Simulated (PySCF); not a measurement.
Phenylacetylene, C8H6.
Numbering: `[CH:1]#[C:2][c:3]1[cH:4][cH:5][cH:6][cH:7][cH:8]1` (hydrogens: H9 on C1; H10 on C4; H11 on C5; H12 on C6; H13 on C7; H14 on C8)

The same species was optimised twice, with GFN2-xTB and with PBE0-D3(BJ)/def2-SVP (PySCF), and the same property calculations (PySCF, gas phase) were run on both structures.

```tsv
coordinate	GFN2-xTB	PBE0-D3(BJ)/def2-SVP	change
C1≡C2 (Å)	1.200	1.213	+0.013
C2–C3 (Å)	1.416	1.429	+0.013
C3–C8 (Å)	1.395	1.406	+0.011
C3–C4 (Å)	1.395	1.406	+0.011
C5–C6 (Å)	1.386	1.395	+0.009
C4–C5 (Å)	1.382	1.391	+0.009
C6–C7 (Å)	1.386	1.395	+0.009
C7–C8 (Å)	1.382	1.391	+0.009
C4–C3–C8 (°)	119.6	119.2	-0.4
C2–C3–C8 (°)	120.2	120.5	+0.3
C3–C4–C5 (°)	119.9	120.2	+0.3
C3–C8–C7 (°)	119.9	120.2	+0.3
C2–C3–C4 (°)	120.1	120.3	+0.2
C5–C6–C7 (°)	120.0	119.9	-0.1
C1–C2–C3 (°)	179.9	180.0	+0.1
C4–C5–C6 (°)	120.3	120.2	-0.1
```

Rotational constants: A = 5752, B = 1557, C = 1225 MHz (GFN2-xTB) against A = 5681, B = 1527, C = 1203 MHz (PBE0-D3(BJ)/def2-SVP). Point groups within 0.08 Å: C2v and C2v. Atoms that the bonding makes alike are paired by their places after alignment.

On the GFN2-xTB structure: HOMO (eV) -6.93 [PBE0/pcSseg-1]; LUMO (eV) -1.02 [PBE0/pcSseg-1]; dipole (D) 0.69 [PBE0/pcSseg-1]; GIAO shielding of C1 (ppm) 99.6 [PBE0/pcSseg-1]; GIAO shielding of C2 (ppm) 97.7 [PBE0/pcSseg-1]; GIAO shielding of C3 (ppm) 60.0 [PBE0/pcSseg-1]; GIAO shielding of C4/C8 (mean) (ppm) 47.3 [PBE0/pcSseg-1]; GIAO shielding of C5/C7 (mean) (ppm) 53.2 [PBE0/pcSseg-1]; GIAO shielding of C6 (ppm) 52.9 [PBE0/pcSseg-1].

Problem. What do these properties become on the PBE0-D3(BJ)/def2-SVP structure?

Solution. 
```csv
property,level,on GFN2-xTB,on PBE0-D3(BJ)/def2-SVP,change
HOMO (eV),PBE0/pcSseg-1,-6.93,-6.91,+0.02
LUMO (eV),PBE0/pcSseg-1,-1.02,-1.09,-0.07
dipole (D),PBE0/pcSseg-1,0.69,0.66,-0.03
"energy, GFN2-xTB geometry as zero (kcal/mol)",PBE0/pcSseg-1,0.0,-0.2,-0.2
GIAO shielding of C1 (ppm),PBE0/pcSseg-1,99.6,97.4,-2.2
GIAO shielding of C2 (ppm),PBE0/pcSseg-1,97.7,97.2,-0.5
GIAO shielding of C3 (ppm),PBE0/pcSseg-1,60.0,57.0,-3.0
GIAO shielding of C4/C8 (mean) (ppm),PBE0/pcSseg-1,47.3,44.7,-2.6
GIAO shielding of C5/C7 (mean) (ppm),PBE0/pcSseg-1,53.2,50.9,-2.3
GIAO shielding of C6 (ppm),PBE0/pcSseg-1,52.9,50.4,-2.5
```

The heavy atoms differ by 0.017 Å rms after alignment. Among bonds between heavy atoms C1≡C2 and C2–C3 change most and about equally (+0.013 Å). Changes are differences of the printed values. Neither structure is proved a minimum here.
